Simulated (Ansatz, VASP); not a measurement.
## Two plane-wave programs on SiC

The input INCAR:

```
SYSTEM = SiC
PREC = Accurate
ENCUT = 520
EDIFF = 1E-7
ISMEAR = 0
SIGMA = 0.05
LREAL = .False.
LASPH = .True.
NELM = 80
ALGO = Normal
ISIF = 2
LWAVE = .False.
LCHARG = .False.
GGA = PE
NBANDS = 11
```

File KPOINTS:

```
Automatic mesh
0
Gamma
  6 6 6
  0 0 0
```

POSCAR

```
SiC
1.0
    0.0000000000      2.4699044516      2.4699044516
    2.4699044516      0.0000000000      2.4699044516
    2.4699044516      2.4699044516      0.0000000000
C Si
1 1
Direct
    0.0000000000      0.0000000000      0.0000000000
    0.2500000000      0.2500000000      0.2500000000
```

Input for Ansatz:

```yaml
crystal:
  lattice:
    - [0.0, 2.4699044516, 2.4699044516]
    - [2.4699044516, 0.0, 2.4699044516]
    - [2.4699044516, 2.4699044516, 0.0]
  atoms:
    - { symbol: C, position: [0.0, 0.0, 0.0] }
    - { symbol: Si, position: [0.25, 0.25, 0.25] }
basis:
  ecutwfc: 420
kpoints:
  mp_grid: { grid: [6, 6, 6] }
hamiltonian:
  xc: pbe
scf:
  occupations: { method: gaussian, width: 0.05 }
output:
  forces: true
  stress: true
  eigenvalues: true
```

The cell was built by a generator and isn't the measured one.

Alike in both runs: task single point; functional PBE; k mesh 6 × 6 × 6; occupations gaussian, width 0.05 eV; no spin polarisation.

|  | VASP | Ansatz |
| --- | --- | --- |
| version | VASP 6.6.1 | Ansatz 0.2.0 |
| potentials or method | VASP PAW PBE potentials, release 64 (C, Si) | scalar-relativistic, plane waves, PAW |
| plane-wave cutoff (eV) | 520 | 420 |
| valence electrons in the cell | 8 | 8 |

Ansatz gave:

- gap on the k mesh at the Fermi level (eV): 1.58
- least direct gap on the mesh (eV): 2.03

Question: Which values does VASP return?

Answer: gap on the k mesh at the Fermi level (eV): 1.58; least direct gap on the mesh (eV): 2.04.

With one functional, cell and mesh, what is left measures potentials, basis and numerics.

 A k mesh can miss the band edges.
